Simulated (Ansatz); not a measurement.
# Electron scattering at the Σ9 (221) boundary in fcc Ag with Sn (substitutional)

How much does the Σ9 (221) boundary in fcc Ag with Sn (substitutional) reflect electrons?

Main program and level: Ansatz 0.2.0; Ansatz plane-wave DFT, PBE, PAW files; relaxation of a bicrystal slab with its lowest layers held; PAW set soft_1, in the first sound run; inputs show where later runs differ.

## (1) Set-up

The cell holds 28 atoms: 27 Ag and 1 Sn. Its edges and angles: a = 2.889 Å, b = 8.668 Å, c = 30.069 Å, α = 90.0°, β = 90.0°, γ = 90.0°. It derives from Ag. built on the (2 2 1) plane; 2 overlapping atoms removed and the grains opened by 0 Å. Vacuum lies along c.

## (2) Relaxing the bicrystal

The boundary is built by mirroring the lower grain in the boundary plane and removing any atoms that overlap; then the Sn is put in at the boundary. A thin bicrystal slab is relaxed first, with the lowest layers held and the upper grain free to shift and open.

The input, input.yaml:

```yaml
crystal:
  lattice:
    - [2.8893797293, 0.0, 0.0]
    - [0.0, 8.6681391879, 0.0]
    - [0.0, 0.0, 30.0689333324]
  atoms:
    - { symbol: Ag, position: [2.0e-10, 0.6666666666, 0.1662845817] }
    - { symbol: Ag, position: [0.5000000002, 0.9444444444, 0.1889336502] }
    - { symbol: Ag, position: [2.0e-10, 0.2222222222, 0.2115827188] }
    - { symbol: Ag, position: [0.5000000002, 0.5, 0.2342317874] }
    - { symbol: Ag, position: [1.0e-10, 0.7777777778, 0.256880856] }
    - { symbol: Ag, position: [0.5000000001, 0.0555555555, 0.2795299246] }
    - { symbol: Ag, position: [1.0e-10, 0.3333333333, 0.3021789932] }
    - { symbol: Ag, position: [0.5000000001, 0.6111111111, 0.3248280617] }
    - { symbol: Ag, position: [1.0e-10, 0.8888888889, 0.3474771303] }
    - { symbol: Ag, position: [0.5000000001, 0.1666666667, 0.3701261989] }
    - { symbol: Ag, position: [0.0, 0.4444444444, 0.3927752675] }
    - { symbol: Ag, position: [0.5, 0.7222222222, 0.4154243361] }
    - { symbol: Sn, position: [0.0, 0.0, 0.4380734047] }
    - { symbol: Ag, position: [0.0, 0.4444444444, 0.4833715418] }
    - { symbol: Ag, position: [0.5000000001, 0.1666666667, 0.5060206104] }
    - { symbol: Ag, position: [1.0e-10, 0.8888888889, 0.528669679] }
    - { symbol: Ag, position: [0.5000000001, 0.6111111111, 0.5513187476] }
    - { symbol: Ag, position: [1.0e-10, 0.3333333333, 0.5739678162] }
    - { symbol: Ag, position: [0.5000000001, 0.0555555555, 0.5966168848] }
    - { symbol: Ag, position: [1.0e-10, 0.7777777778, 0.6192659533] }
    - { symbol: Ag, position: [0.5000000002, 0.5, 0.6419150219] }
    - { symbol: Ag, position: [2.0e-10, 0.2222222222, 0.6645640905] }
    - { symbol: Ag, position: [0.5000000002, 0.9444444444, 0.6872131591] }
    - { symbol: Ag, position: [2.0e-10, 0.6666666666, 0.7098622277] }
    - { symbol: Ag, position: [0.5000000002, 0.3888888889, 0.7325112963] }
    - { symbol: Ag, position: [2.0e-10, 0.1111111111, 0.7551603648] }
    - { symbol: Ag, position: [0.5000000003, 0.8333333333, 0.7778094334] }
    - { symbol: Ag, position: [3.0e-10, 0.5555555555, 0.800458502] }
kpoints:
  mp_grid: { grid: [8, 3, 1] }
hamiltonian:
  xc: pbe
  pseudopotentials: { kind: paw, azcp: { folder: soft_1 } }
scf:
  occupations: { method: fermi_dirac, width: 0.1 }
relax:
  f_tol: 0.03
  max_steps: 80
  constraints: [{ sites: [0, 1, 2, 3, 4] }]
```

Started as:

```console
$ ansatz run input.yaml --threads 4 --pin off --max-ram 15360MiB --backend cpu --events-out ev --progress --plain --runs-dir out
```

Numbers of over 12 decimals in the logs are rounded to 6 here.

The program printed:

```text
Engine: ansatz 0.2.0, aarch64-unknown-linux-gnu
Pseudopotentials: kind: paw
Pseudopotential: Ag, paw, valence charge 19, recommended cutoff 420 eV (normal), soft_1/Ag.paw.azcp
Pseudopotential: Sn, paw, valence charge 14, recommended cutoff 420 eV (normal), soft_1/Sn.paw.azcp
Functional definition: PBE
  parameter kappa = 0.804
  parameter beta = 0.066725
  exchange = pbe_x(kappa = kappa, mu = beta*pi^2/3)
  correlation = pbe_c(beta = beta)
Crystal: 28 atoms, lattice volume = 753.093 Å³
Basis set: ecut = 420 eV, 14713 PW (Γ), exchange–correlation on 40×120×432 points (8 copies of the dense FFT grid, shifted against one another)
Bands: 317, of which v1, the nominal top of the filled ones, is band 264 counted from 1 (263 counted from 0)
Symmetry: 2 space group operations
Space group: Pm (ITA 6), of the structure as read, at distance tolerance 9.1e-5 Å
k-points: 10 of 24 (time reversal used)
Non-local potential: Ag, projectors of the file, l = 0: 3, l = 1: 2, l = 2: 2, l = 3: 1
Non-local potential: Sn, projectors of the file, l = 0: 2, l = 1: 2, l = 2: 2, l = 3: 1
PAW form: soft (Blöchl's): semilocal exchange-correlation on the pseudo side does not see the compensation charge
PAW one-centre angular grid: Ag, 590 points (default); XC on 64 Gauss nodes
PAW one-centre angular grid: Sn, 590 points (default); XC on 64 Gauss nodes
Initial density: superposition of atomic densities (neutral atoms: chi_scale 0, normalization atom)
Initial wavefunctions: pseudopotential atomic-orbital guess
Functional: x = pbe(κ = 0.804, μ = 0.219515), c = pbe(β = 0.066725)
SCF iter   1: F=—  HF=-210973.309474 eV  |F-HF|=—  |Δ(HF+E_count)|=         —  Δρ=5.27e-2  dr2=2.52e1  ethr=3.10e-3  ⟨swp⟩=6.0  Hψ=11469  notcnv=0  defer=176
preconditioner: auto → LDOS  [metal: Δε(μ)=0.006 eV  Ē_g=9.862 eV  σ=0.100 eV  W_gap=0.02  n_scr=208 (ndim 8)  ℏωp=23.9 eV  f_vac=0.322  D(μ)=9.34/eV (n_scr^D=46)  β→1.0]
SCF iter   2: F=—  HF=-210976.579573 eV  |F-HF|=—  |Δ(HF+E_count)|=    3.27e0  Δρ=7.16e-2  dr2=3.11e1  ethr=3.10e-3  ⟨swp⟩=2.7  Hψ=6615  notcnv=0  defer=350
SCF iter   3: F=—  HF=-210967.092282 eV  |F-HF|=—  |Δ(HF+E_count)|=    9.49e0  Δρ=8.61e-3  dr2=3.70e-1  ethr=3.10e-3  ⟨swp⟩=2.6  Hψ=5855  notcnv=0  defer=352
SCF iter   4: F=—  HF=-210967.063575 eV  |F-HF|=—  |Δ(HF+E_count)|=   2.87e-2  Δρ=1.64e-3  dr2=2.11e-2  ethr=7.01e-5  ⟨swp⟩=2.0  Hψ=6301  notcnv=0  defer=353
SCF iter   5: F=—  HF=-210967.061591 eV  |F-HF|=—  |Δ(HF+E_count)|=   1.98e-3  Δρ=7.06e-4  dr2=3.20e-3  ethr=4.01e-6  ⟨swp⟩=2.3  Hψ=5536  notcnv=0  defer=353
SCF iter   6: F=—  HF=-210967.061816 eV  |F-HF|=—  |Δ(HF+E_count)|=   2.24e-4  Δρ=1.63e-4  dr2=1.71e-4  ethr=6.08e-7  ⟨swp⟩=2.0  Hψ=5022  notcnv=0  defer=353
SCF iter   7: F=—  HF=-210967.061886 eV  |F-HF|=—  |Δ(HF+E_count)|=   7.03e-5  Δρ=6.73e-5  dr2=3.48e-5  ethr=3.25e-8  ⟨swp⟩=2.7  Hψ=5570  notcnv=0  defer=353
SCF iter   8: F=-210967.061888 eV  HF=-210967.061888 eV  |F-HF|=2.97e-8  |Δ(HF+E_count)|=   2.37e-6  Δρ=1.69e-5  dr2=2.52e-6  ethr=4.27e-9  ⟨swp⟩=4.0  Hψ=9988  notcnv=0
SCF 1 converged in 8 iterations: F = -210967.061888 eV  dr2 = 2.52e-6
  greatest PAW one-centre occupation: 1.001 electrons in one spin orbital (limit 2), on the Ag atom at site 9 (counted from 0), in its partial waves of l = 0
relax step   1: F+E_penalty+E_count = -210967.06188834 eV  Δ(F+E_penalty+E_count) = +0.000e0 eV  max|allowed force component| = 5.587e-1 eV/Å  Δτ_max = 0.0000 Å  (8 SCF iters, dr2 threshold 2.25e-5 eV, accepted)
Initial density: handed on by an earlier stage of this run
Initial wavefunctions: those handed on with the density
iter 1 solved again at ethr=1.11e-5 eV; its pass at ethr=3.10e-3 eV (dr2=5.83e-2 eV) is discarded
SCF iter   1: F=—  HF=-210967.269109 eV  |F-HF|=—  |Δ(HF+E_count)|=         —  Δρ=2.71e-3  dr2=5.15e-2  ethr=1.11e-5  ⟨swp⟩=2.0  Hψ=10732  notcnv=0  defer=321
preconditioner: auto → LDOS  [metal: Δε(μ)=0.019 eV  Ē_g=10.238 eV  σ=0.100 eV  W_gap=0.05  n_scr=208 (ndim 8)  ℏωp=23.9 eV  f_vac=0.319  D(μ)=8.82/eV (n_scr^D=40)  β→1.0]
SCF iter   2: F=—  HF=-210967.268670 eV  |F-HF|=—  |Δ(HF+E_count)|=   4.39e-4  Δρ=2.10e-3  dr2=5.32e-2  ethr=9.77e-6  ⟨swp⟩=2.0  Hψ=5358  notcnv=0  defer=321
SCF iter   3: F=—  HF=-210967.254547 eV  |F-HF|=—  |Δ(HF+E_count)|=   1.41e-2  Δρ=3.35e-4  dr2=8.83e-4  ethr=9.77e-6  ⟨swp⟩=2.0  Hψ=5009  notcnv=0  defer=321
SCF iter   4: F=—  HF=-210967.254729 eV  |F-HF|=—  |Δ(HF+E_count)|=   1.82e-4  Δρ=2.51e-4  dr2=4.77e-4  ethr=1.68e-7  ⟨swp⟩=2.9  Hψ=6345  notcnv=0  defer=324
SCF iter   5: F=—  HF=-210967.254602 eV  |F-HF|=—  |Δ(HF+E_count)|=   1.27e-4  Δρ=3.29e-5  dr2=7.92e-6  ethr=9.06e-8  ⟨swp⟩=2.0  Hψ=5345  notcnv=0  defer=324
SCF iter   6: F=-210967.254605 eV  HF=-210967.254605 eV  |F-HF|=3.28e-7  |Δ(HF+E_count)|=   2.70e-6  Δρ=1.34e-5  dr2=1.17e-6  ethr=1.50e-9  ⟨swp⟩=4.0  Hψ=9752  notcnv=0
SCF 2 converged in 6 iterations: F = -210967.254605 eV  dr2 = 1.17e-6
relax step   2: F+E_penalty+E_count = -210967.25460467 eV  Δ(F+E_penalty+E_count) = -1.927e-1 eV  max|allowed force component| = 3.364e-1 eV/Å  Δτ_max = 0.1948 Å  (6 SCF iters, dr2 threshold 1.95e-5 eV, accepted)
SCF iter   1: F=—  HF=-210967.387486 eV  |F-HF|=—  |Δ(HF+E_count)|=         —  Δρ=3.62e-3  dr2=9.94e-2  ethr=1.50e-4  ⟨swp⟩=5.9  Hψ=7702  notcnv=0  defer=315
preconditioner: auto → LDOS  [metal: Δε(μ)=0.033 eV  Ē_g=10.187 eV  σ=0.100 eV  W_gap=0.08  n_scr=208 (ndim 8)  ℏωp=23.9 eV  f_vac=0.316  D(μ)=8.78/eV (n_scr^D=40)  β→1.0]
SCF iter   2: F=—  HF=-210967.377612 eV  |F-HF|=—  |Δ(HF+E_count)|=   9.87e-3  Δρ=2.90e-3  dr2=9.16e-2  ethr=1.89e-5  ⟨swp⟩=2.0  Hψ=6383  notcnv=0  defer=344
SCF iter   3: F=—  HF=-210967.352076 eV  |F-HF|=—  |Δ(HF+E_count)|=   2.55e-2  Δρ=3.88e-4  dr2=1.51e-3  ethr=1.74e-5  ⟨swp⟩=2.0  Hψ=5007  notcnv=0  defer=344
SCF iter   4: F=—  HF=-210967.352211 eV  |F-HF|=—  |Δ(HF+E_count)|=   1.35e-4  Δρ=3.55e-4  dr2=9.33e-4  ethr=2.86e-7  ⟨swp⟩=3.0  Hψ=6645  notcnv=0  defer=344
SCF iter   5: F=—  HF=-210967.351965 eV  |F-HF|=—  |Δ(HF+E_count)|=   2.46e-4  Δρ=4.14e-5  dr2=1.85e-5  ethr=1.77e-7  ⟨swp⟩=2.0  Hψ=5237  notcnv=0  defer=344
SCF iter   6: F=-210967.351965 eV  HF=-210967.351965 eV  |F-HF|=2.42e-7  |Δ(HF+E_count)|=   2.84e-7  Δρ=1.24e-5  dr2=9.84e-7  ethr=1.34e-9  ⟨swp⟩=4.9  Hψ=10267  notcnv=0
SCF 3 converged in 6 iterations: F = -210967.351965 eV  dr2 = 9.84e-7
relax step   3: F+E_penalty+E_count = -210967.35196549 eV  Δ(F+E_penalty+E_count) = -9.736e-2 eV  max|allowed force component| = 1.247e-1 eV/Å  Δτ_max = 0.1931 Å  (6 SCF iters, dr2 threshold 7.07e-6 eV, accepted)
[... from here on, the SCF cycles and remarks between the steps are left out ...]
relax step   4: F+E_penalty+E_count = -210967.39584767 eV  Δ(F+E_penalty+E_count) = -4.388e-2 eV  max|allowed force component| = 3.277e-2 eV/Å  Δτ_max = 0.1894 Å  (7 SCF iters, dr2 threshold 2.13e-6 eV, accepted)
relax step   5: F+E_penalty+E_count = -210967.40458183 eV  Δ(F+E_penalty+E_count) = -8.734e-3 eV  max|allowed force component| = 3.301e-2 eV/Å  Δτ_max = 0.0815 Å  (8 SCF iters, accepted)
relax step   6: F+E_penalty+E_count = -210967.40844643 eV  Δ(F+E_penalty+E_count) = -3.865e-3 eV  max|allowed force component| = 1.449e-2 eV/Å  Δτ_max = 0.0783 Å  (7 SCF iters, accepted)
relax step   7: F+E_penalty+E_count = -210967.41082667 eV  Δ(F+E_penalty+E_count) = -2.380e-3 eV  max|allowed force component| = 2.238e-2 eV/Å  Δτ_max = 0.0636 Å  (7 SCF iters, accepted)
relax step   8: F+E_penalty+E_count = -210967.41861331 eV  Δ(F+E_penalty+E_count) = -7.787e-3 eV  max|allowed force component| = 3.233e-2 eV/Å  Δτ_max = 0.1969 Å  (8 SCF iters, accepted)
relax step   9: F+E_penalty+E_count = -210967.42537564 eV  Δ(F+E_penalty+E_count) = -6.762e-3 eV  max|allowed force component| = 8.234e-2 eV/Å  Δτ_max = 0.1966 Å  (7 SCF iters, dr2 threshold 1.05e-6 eV, accepted)
relax step  10: F+E_penalty+E_count = -210967.41220140 eV  Δ(F+E_penalty+E_count) = +1.317e-2 eV  max|allowed force component| = 3.824e-1 eV/Å  Δτ_max = 0.1954 Å  (6 SCF iters, dr2 threshold 6.78e-6 eV, rejected (line search))
relax step  11: F+E_penalty+E_count = -210967.42883115 eV  Δ(F+E_penalty+E_count) = -3.456e-3 eV  max|allowed force component| = 2.770e-2 eV/Å  Δτ_max = 0.0940 Å  (8 SCF iters, accepted)
relax step  12: F+E_penalty+E_count = -210967.42765366 eV  Δ(F+E_penalty+E_count) = +1.177e-3 eV  max|allowed force component| = 8.712e-2 eV/Å  Δτ_max = 0.0950 Å  (8 SCF iters, rejected (line search))
SCF iter   1: F=—  HF=-210967.440618 eV  |F-HF|=—  |Δ(HF+E_count)|=         —  Δρ=1.91e-3  dr2=3.86e-2  ethr=5.86e-5  ⟨swp⟩=4.2  Hψ=6487  notcnv=0  defer=356
preconditioner: auto → LDOS  [metal: Δε(μ)=0.030 eV  Ē_g=10.133 eV  σ=0.100 eV  W_gap=0.08  n_scr=208 (ndim 8)  ℏωp=23.9 eV  f_vac=0.307  D(μ)=9.20/eV (n_scr^D=46)  β→1.0]
SCF iter   2: F=—  HF=-210967.435872 eV  |F-HF|=—  |Δ(HF+E_count)|=   4.75e-3  Δρ=1.46e-3  dr2=2.84e-2  ethr=7.32e-6  ⟨swp⟩=2.0  Hψ=5976  notcnv=0  defer=356
SCF iter   3: F=—  HF=-210967.429780 eV  |F-HF|=—  |Δ(HF+E_count)|=   6.09e-3  Δρ=1.38e-4  dr2=1.90e-3  ethr=5.39e-6  ⟨swp⟩=2.0  Hψ=4312  notcnv=0  defer=356
SCF iter   4: F=—  HF=-210967.429755 eV  |F-HF|=—  |Δ(HF+E_count)|=   2.51e-5  Δρ=1.12e-4  dr2=2.36e-4  ethr=3.61e-7  ⟨swp⟩=2.0  Hψ=4279  notcnv=0  defer=356
SCF iter   5: F=—  HF=-210967.429718 eV  |F-HF|=—  |Δ(HF+E_count)|=   3.64e-5  Δρ=6.17e-5  dr2=2.66e-5  ethr=4.47e-8  ⟨swp⟩=2.0  Hψ=5179  notcnv=0  defer=356
SCF iter   6: F=—  HF=-210967.429839 eV  |F-HF|=—  |Δ(HF+E_count)|=   1.21e-4  Δρ=5.89e-6  dr2=7.02e-7  ethr=5.05e-9  ⟨swp⟩=2.0  Hψ=5215  notcnv=0  defer=356
SCF iter   7: F=-210967.429839 eV  HF=-210967.429839 eV  |F-HF|=7.36e-9  |Δ(HF+E_count)|=   3.23e-9  Δρ=2.09e-6  dr2=4.07e-8  ethr=1.90e-11  ⟨swp⟩=5.0  Hψ=11362  notcnv=0
SCF 13 converged in 7 iterations: F = -210967.429839 eV  dr2 = 4.07e-8
relax step  13: F+E_penalty+E_count = -210967.42983935 eV  Δ(F+E_penalty+E_count) = -1.008e-3 eV  max|allowed force component| = 5.112e-3 eV/Å  Δτ_max = 0.0461 Å  (7 SCF iters, accepted)
SCF converged after 7 iterations
Free energy (F): -210967.429839 eV
Harris-Foulkes:  -210967.429839 eV  (|F-HF|=7.36e-9)
Internal energy: -210967.128793 eV  (E = F + TS)
E sigma→0 (E₀):  -210967.279316 eV
Entropy (-TS):   -0.301047 eV (-10.752 meV/atom)
Fermi energy:    9.426648 eV
--- Per-component energies (eV) ---
  E_band       = -10436.358542
  E_kinetic    = 12793.416502
  E_local      = -558955.221503  (includes V_loc(G=0)·N_el)
  E_nonlocal   = 1004.505002
  E_hartree    = 277032.447341
  E_xc         = -4412.417559
  E_vxc        = -5504.557743  (∫ρ·V_xc dr)
  E_paw        = -111172.044004  (= ΣΔE_a)
  E_vpaw       = -13839.431808  (= ΣTr[D̂ρ^β])
  E_aug_tail   = 0.010550  (compensation charges beyond the density's cutoff)
  E_ewald      = 172742.174879
  E_smearing   = -0.301047  (= −TS)
  E_closure    = 0.000000  (closes the sum)
  Σ components = -210967.429839   (vs F -210967.429839, Δ=0.00e0)
--- Forces (eV/Å), atoms counted from 1 ---
  atom   1  Ag     0.00000000     0.00568753     0.05950427
  atom   2  Ag     0.00000000     0.08282280    -0.11779947
  atom   3  Ag     0.00000000     0.01551222    -0.06559032
  atom   4  Ag     0.00000000    -0.11676368    -0.15414444
  atom   5  Ag     0.00000000     0.00711486     0.27797949
  atom   6  Ag     0.00000000    -0.00405382     0.00017499
  atom   7  Ag     0.00000000     0.00421910    -0.00084437
  atom   8  Ag     0.00000000    -0.00384138     0.00225616
  atom   9  Ag     0.00000000     0.00301520    -0.00055200
  atom  10  Ag     0.00000000    -0.00511166    -0.00208287
  atom  11  Ag     0.00000000     0.00470843     0.00133873
  atom  12  Ag     0.00000000    -0.00042104     0.00228440
  atom  13  Sn     0.00000000    -0.00041699     0.00130824
  atom  14  Ag     0.00000000    -0.00134813     0.00397313
  atom  15  Ag     0.00000000    -0.00083932    -0.00116821
  atom  16  Ag     0.00000000     0.00204400    -0.00435907
  atom  17  Ag     0.00000000    -0.00042229    -0.00074728
  atom  18  Ag     0.00000000     0.00285310    -0.00306772
  atom  19  Ag     0.00000000     0.00147866    -0.00152338
  atom  20  Ag     0.00000000    -0.00105026     0.00180559
  atom  21  Ag     0.00000000     0.00283739     0.00192111
  atom  22  Ag     0.00000000     0.00117627     0.00299125
  atom  23  Ag     0.00000000    -0.00204505     0.00244620
  atom  24  Ag     0.00000000    -0.00000335    -0.00142694
  atom  25  Ag     0.00000000     0.00084991    -0.00023111
  atom  26  Ag     0.00000000     0.00166788    -0.00187901
  atom  27  Ag     0.00000000     0.00088843    -0.00014254
  atom  28  Ag     0.00000000    -0.00051786    -0.00243780
  max |Σ_I F_I| component: 4.09e-5 eV/Å
--- Relaxed structure (13 steps of the walk, 11 accepted, 0 SCFs on fresh bases) ---
  F+E_penalty+E_count = -210967.42983935 eV   max|allowed force component| = 5.112e-3 eV/Å
  atoms:
    - { symbol: Ag, position: [0.0, 0.666667, 0.1662845817] }
    - { symbol: Ag, position: [0.5, 0.944444, 0.188934] }
    - { symbol: Ag, position: [0.0, 0.222222, 0.2115827188] }
    - { symbol: Ag, position: [0.5, 0.500000, 0.234232] }
    - { symbol: Ag, position: [0.0, 0.777778, 0.256880856] }
    - { symbol: Ag, position: [0.5, 0.058359, 0.281008] }
    - { symbol: Ag, position: [0.0, 0.342155, 0.304086] }
    - { symbol: Ag, position: [0.5, 0.617416, 0.328523] }
    - { symbol: Ag, position: [0.0, 0.893522, 0.350635] }
    - { symbol: Ag, position: [0.5, 0.180836, 0.371777] }
    - { symbol: Ag, position: [0.0, 0.451487, 0.399072] }
    - { symbol: Ag, position: [0.5, 0.730857, 0.424752] }
    - { symbol: Sn, position: [0.0, 0.029021, 0.444462] }
    - { symbol: Ag, position: [0.0, 0.539808, 0.489112] }
    - { symbol: Ag, position: [0.5, 0.252840, 0.508114] }
    - { symbol: Ag, position: [0.0, 0.973863, 0.537715] }
    - { symbol: Ag, position: [0.5, 0.697102, 0.559105] }
    - { symbol: Ag, position: [0.0, 0.414722, 0.579455] }
    - { symbol: Ag, position: [0.5, 0.140245, 0.606157] }
    - { symbol: Ag, position: [0.0, 0.859772, 0.629244] }
    - { symbol: Ag, position: [0.5, 0.576805, 0.650836] }
    - { symbol: Ag, position: [0.0, 0.302413, 0.675034] }
    - { symbol: Ag, position: [0.5, 1.023106, 0.698959] }
    - { symbol: Ag, position: [0.0, 0.739823, 0.720159] }
    - { symbol: Ag, position: [0.5, 0.457896, 0.746084] }
    - { symbol: Ag, position: [0.0, 0.185065, 0.770022] }
    - { symbol: Ag, position: [0.500000, 0.908443, 0.791196] }
    - { symbol: Ag, position: [6.898546541018123e-18, 0.630938, 0.811101] }
```

Wall time 17 min (4 threads of Arm Neoverse V1, shared host); peak memory 4.8 GiB.

Relaxation path:

```tsv
step	energy less that of the first step (eV)	largest force component (eV/Å)
1	0.0000	0.5587
2	-0.1927	0.3364
3	-0.2901	0.1247
4	-0.3340	0.0328
5	-0.3427	0.0330
6	-0.3466	0.0145
7	-0.3489	0.0224
8	-0.3567	0.0323
9	-0.3635	0.0823
10	-0.3503	0.3824
11	-0.3669	0.0277
12	-0.3658	0.0871
13	-0.3680	0.0051
```

Relaxation steps 10, 12 were tried and not accepted.

Forces are held to the 2 operations that the run works with; a distortion that breaks them can't arise in this run.

The atoms that moved most (Å):

```tsv
atom	dx	dy	dz	length
Ag14	0.000	0.827	0.173	0.844
Ag19	0.000	0.734	0.287	0.788
Ag16	0.000	0.737	0.272	0.785
Ag26	0.000	0.641	0.447	0.781
Ag17	0.000	0.745	0.234	0.781
Ag20	0.000	0.711	0.300	0.771
Ag23	0.000	0.682	0.353	0.768
Ag27	0.000	0.651	0.403	0.765
```

This step gave:

```yaml
free_energy: -210967.4298 eV
energy_at_zero_smearing: -210967.2793 eV
fermi_energy: 9.427 eV
```

The largest force component on a free atom ends at 0.0051 eV/Å, under the tolerance of 0.03, after 13 steps.

(Continued in part 2 of 2.)

[Logs are printed without paths, hosts, clocks, repeated set-up lines and the standing remarks that a program may print on its own settings, such as how far it seeks lower states.]

[Hosts, paths, dates, database ids (printed as entryN), source tags and the programs' standing remarks are cut or masked in the printed files.]
